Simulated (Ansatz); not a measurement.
Computed with Ansatz, DFT PBE, scalar-relativistic, plane waves, PAW. All cells share a 420 eV cutoff and Γ-centred k meshes spaced at most about 0.3 Å⁻¹ (about 0.25 or finer for metals, 2π included). Spin is collinear.

Temperature and zero-point effects are left out.

Two relaxed structures of Co2Si:

A. (parallel moments up to 0.9 μB) Space group P4/nmm (No. 129), tetragonal, a = 3.455 Å, c = 5.749 Å. Si has 5 Co at 2.25–2.30 Å and 4 Co at 2.48 Å; around Co on a site of symmetry 4mm lie 1 Si at 2.25 Å, 4 Si at 2.48 Å and 4 Co at 2.63 Å; around Co on a site of symmetry -4m2 lie 4 Si at 2.30 Å, 4 Co at 2.44 Å and 4 Co at 2.63 Å.

B. (parallel moments up to 0.3 μB) Space group Pnma (No. 62), orthorhombic, a = 4.883 Å, b = 3.711 Å, c = 7.041 Å. Around Si lie 7 Co at 2.29–2.42 Å and 3 Co at 2.57–2.60 Å; Co on its first site is surrounded by 4 Si at 2.29–2.33 Å, 8 Co at 2.53–2.67 Å and 1 Si at 2.60 Å; around Co on its second site lie 3 Si at 2.33–2.42 Å, 8 Co at 2.48–2.66 Å and 2 Si at 2.57 Å.

Problem. Which is lower in energy, and by how much?

Solution. B is lower, by 146 meV/atom. A has the Cu2Sb type, space group P4/nmm (No. 129), 11.4 Å³/atom and no gap on its mesh; B has space group Pnma (No. 62), 10.6 Å³/atom and no gap. Counting Si atoms around Co (those within 1.25 times the shortest such distance or 1.15 times the sum of covalent radii; a plus sign parts nearer from farther groups; a slash parts the counts of unlike sites), A has Co 4/1+4 and B has Co 4+1/5. The denser one is the lower, and pressure would at first widen the difference. Origin: A, invented; B, reached from a cell as deposited in COD, among other starts.

The magnetic state reached may not be the lowest. Cells relaxed within their symmetry can be saddle points. Some candidate types were left out of the draw beforehand, so a known form may be missing.
